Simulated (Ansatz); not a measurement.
Geometry optimisation in Ansatz: input, command and trajectory.

```yaml
crystal:
  lattice:
    - [12.3, 0.0, 0.0]
    - [0.0, 15.8, 0.0]
    - [0.0, 0.0, 6.5023883284]
  atoms:
    - { symbol: Bi, position: [0.6321623644, 0.5, 0.0] }
    - { symbol: Te, position: [0.3678376356, 0.5, 0.0] }
    - { symbol: Bi, position: [0.6321623644, 0.2942282175, 0.5] }
    - { symbol: Bi, position: [0.6321623644, 0.7057717825, 0.5] }
    - { symbol: Te, position: [0.3678376356, 0.2942282175, 0.5] }
    - { symbol: Te, position: [0.3678376356, 0.7057717825, 0.5] }
    - { symbol: Bi, position: [0.3678376356, 0.5, 0.5] }
    - { symbol: Te, position: [0.6321623644, 0.5, 0.5] }
    - { symbol: Bi, position: [0.3678376356, 0.2942282175, 0.0] }
    - { symbol: Bi, position: [0.3678376356, 0.7057717825, 0.0] }
    - { symbol: Te, position: [0.6321623644, 0.2942282175, 0.0] }
    - { symbol: Te, position: [0.6321623644, 0.7057717825, 0.0] }
basis:
  ecutwfc: 420
kpoints:
  mp_grid: { grid: [1, 1, 9] }
hamiltonian:
  xc: pbe
scf:
  occupations: { method: gaussian, width: 0.05 }
output:
  forces: true
  stress: true
  eigenvalues: true
  populations: true
  write_density: true
  write_potential: true
  elf: true
  volumetric_format: npy
relax:
  adjacent_minimum: "off"
  f_tol: 0.02
  max_steps: 45
  cell: { fix: [a, b, alpha, beta, gamma], stress_tol: 0.03 }
```

```bash
ansatz run input.yaml --threads 4 --pin off --max-ram 11264MiB --backend cpu --events-out ev --progress --plain --runs-dir out
```

The calculation used DFT PBE, scalar-relativistic, plane waves, PAW (Ansatz 0.2.0).

Of 7 frames 6 are shown, positions in Å and forces in eV/Å; the SCF threshold varies from step to step. Steps run on the plane waves of an earlier cell, with a Pulay correction in the pressure. The basis is chosen afresh for the last frame, the zero of the energies, and at times for earlier ones too; energy and pressure can step there, also at an unchanged geometry. Where two frames share a geometry here, they differ by under 2 meV/atom and 0.3 GPa. The mark taken_back stands on steps that the optimiser undid.

```xyz
12
Lattice="12.3000 0.0000 0.0000 0.0000 15.8000 0.0000 0.0000 0.0000 6.5024" Properties=species:S:1:pos:R:3:forces:R:3 pbc="T T T" step=1 free_energy_over_end_meV_per_atom=83.00 pressure_GPa=-1.18
Bi    7.7756    7.9000    0.0000   -0.1402    0.0000    0.0000
Te    4.5244    7.9000    0.0000    0.3488    0.0000    0.0000
Bi    7.7756    4.6488    3.2512   -0.8119    0.3246    0.0000
Bi    7.7756   11.1512    3.2512   -0.8119   -0.3246    0.0000
Te    4.5244    4.6488    3.2512    0.9141    0.3501    0.0000
Te    4.5244   11.1512    3.2512    0.9141   -0.3501    0.0000
Bi    4.5244    7.9000    3.2512    0.1402    0.0000    0.0000
Te    7.7756    7.9000    3.2512   -0.3488    0.0000    0.0000
Bi    4.5244    4.6488    0.0000    0.8119    0.3246    0.0000
Bi    4.5244   11.1512    0.0000    0.8119   -0.3246    0.0000
Te    7.7756    4.6488    0.0000   -0.9141    0.3501    0.0000
Te    7.7756   11.1512    0.0000   -0.9141   -0.3501    0.0000
12
Lattice="12.3000 0.0000 0.0000 0.0000 15.8000 0.0000 0.0000 0.0000 6.4236" Properties=species:S:1:pos:R:3:forces:R:3 pbc="T T T" step=2 free_energy_over_end_meV_per_atom=3.99 pressure_GPa=0.06
Bi    7.7526    7.9000    0.0000    0.1345    0.0000    0.0000
Te    4.6200    7.9000    0.0000    0.0706    0.0000    0.0000
Bi    7.6365    4.7398    3.2118   -0.0613    0.0885    0.0000
Bi    7.6365   11.0602    3.2118   -0.0613   -0.0885    0.0000
Te    4.6968    4.7453    3.2118    0.1498    0.0482    0.0000
Te    4.6968   11.0547    3.2118    0.1498   -0.0482    0.0000
Bi    4.5474    7.9000    3.2118   -0.1345    0.0000    0.0000
Te    7.6800    7.9000    3.2118   -0.0706    0.0000    0.0000
Bi    4.6635    4.7398    0.0000    0.0613    0.0885    0.0000
Bi    4.6635   11.0602    0.0000    0.0613   -0.0885    0.0000
Te    7.6032    4.7453    0.0000   -0.1498    0.0482    0.0000
Te    7.6032   11.0547    0.0000   -0.1498   -0.0482    0.0000
12
Lattice="12.3000 0.0000 0.0000 0.0000 15.8000 0.0000 0.0000 0.0000 6.5015" Properties=species:S:1:pos:R:3:forces:R:3 pbc="T T T" step=3 free_energy_over_end_meV_per_atom=3.60 pressure_GPa=0.13
Bi    7.8481    7.9000    0.0000    0.0076    0.0000    0.0000
Te    4.7093    7.9000    0.0000   -0.2381    0.0000    0.0000
Bi    7.6372    4.7814    3.2508    0.2219    0.0316    0.0000
Bi    7.6372   11.0186    3.2508    0.2219   -0.0316    0.0000
Te    4.7616    4.7781    3.2508   -0.3049   -0.0955    0.0000
Te    4.7616   11.0219    3.2508   -0.3049    0.0955    0.0000
Bi    4.4519    7.9000    3.2508   -0.0076    0.0000    0.0000
Te    7.5907    7.9000    3.2508    0.2381    0.0000    0.0000
Bi    4.6628    4.7814    0.0000   -0.2219    0.0316    0.0000
Bi    4.6628   11.0186    0.0000   -0.2219   -0.0316    0.0000
Te    7.5384    4.7781    0.0000    0.3049   -0.0955    0.0000
Te    7.5384   11.0219    0.0000    0.3049    0.0955    0.0000
12
Lattice="12.3000 0.0000 0.0000 0.0000 15.8000 0.0000 0.0000 0.0000 6.4892" Properties=species:S:1:pos:R:3:forces:R:3 pbc="T T T" step=4 free_energy_over_end_meV_per_atom=0.25 pressure_GPa=-0.03
Bi    7.8243    7.9000    0.0000   -0.0198    0.0000    0.0000
Te    4.6563    7.9000    0.0000    0.0348    0.0000    0.0000
Bi    7.6542    4.7824    3.2446   -0.0684   -0.0160    0.0000
Bi    7.6542   11.0176    3.2446   -0.0684    0.0160    0.0000
Te    4.7237    4.7669    3.2446    0.0636   -0.0443    0.0000
Te    4.7237   11.0331    3.2446    0.0636    0.0443    0.0000
Bi    4.4757    7.9000    3.2446    0.0198    0.0000    0.0000
Te    7.6437    7.9000    3.2446   -0.0348    0.0000    0.0000
Bi    4.6458    4.7824    0.0000    0.0684   -0.0160    0.0000
Bi    4.6458   11.0176    0.0000    0.0684    0.0160    0.0000
Te    7.5763    4.7669    0.0000   -0.0636   -0.0443    0.0000
Te    7.5763   11.0331    0.0000   -0.0636    0.0443    0.0000
12
Lattice="12.3000 0.0000 0.0000 0.0000 15.8000 0.0000 0.0000 0.0000 6.4890" Properties=species:S:1:pos:R:3:forces:R:3 pbc="T T T" step=5 free_energy_over_end_meV_per_atom=0.38 pressure_GPa=-0.03 taken_back
Bi    7.7949    7.9000    0.0000    0.0938    0.0000    0.0000
Te    4.6714    7.9000    0.0000   -0.0912    0.0000    0.0000
Bi    7.6526    4.7708    3.2445   -0.0389    0.0169    0.0000
Bi    7.6526   11.0292    3.2445   -0.0389   -0.0169    0.0000
Te    4.7246    4.7502    3.2445    0.0332    0.0196    0.0000
Te    4.7246   11.0498    3.2445    0.0332   -0.0196    0.0000
Bi    4.5051    7.9000    3.2445   -0.0938    0.0000    0.0000
Te    7.6286    7.9000    3.2445    0.0912    0.0000    0.0000
Bi    4.6474    4.7708    0.0000    0.0389    0.0169    0.0000
Bi    4.6474   11.0292    0.0000    0.0389   -0.0169    0.0000
Te    7.5754    4.7502    0.0000   -0.0332    0.0196    0.0000
Te    7.5754   11.0498    0.0000   -0.0332   -0.0196    0.0000
12
Lattice="12.3000 0.0000 0.0000 0.0000 15.8000 0.0000 0.0000 0.0000 6.4808" Properties=species:S:1:pos:R:3:forces:R:3 pbc="T T T" step=7 free_energy_over_end_meV_per_atom=0.00 pressure_GPa=0.00
Bi    7.8171    7.9000    0.0000    0.0094    0.0000    0.0000
Te    4.6566    7.9000    0.0000    0.0161    0.0000    0.0000
Bi    7.6450    4.7769    3.2404    0.0012   -0.0010    0.0000
Bi    7.6450   11.0231    3.2404    0.0012    0.0010    0.0000
Te    4.7262    4.7570    3.2404    0.0022   -0.0029    0.0000
Te    4.7262   11.0430    3.2404    0.0022    0.0029    0.0000
Bi    4.4829    7.9000    3.2404   -0.0094    0.0000    0.0000
Te    7.6434    7.9000    3.2404   -0.0161    0.0000    0.0000
Bi    4.6550    4.7769    0.0000   -0.0012   -0.0010    0.0000
Bi    4.6550   11.0231    0.0000   -0.0012    0.0010    0.0000
Te    7.5738    4.7570    0.0000   -0.0022   -0.0029    0.0000
Te    7.5738   11.0430    0.0000   -0.0022    0.0029    0.0000
```

The run took 83 s on 4 threads of Intel(R) Xeon(R) 6975P-C (Granite Rapids), on a shared host, peak memory 3.3 GiB.

Spin–orbit coupling is left out, which can shift energies with elements as heavy as these.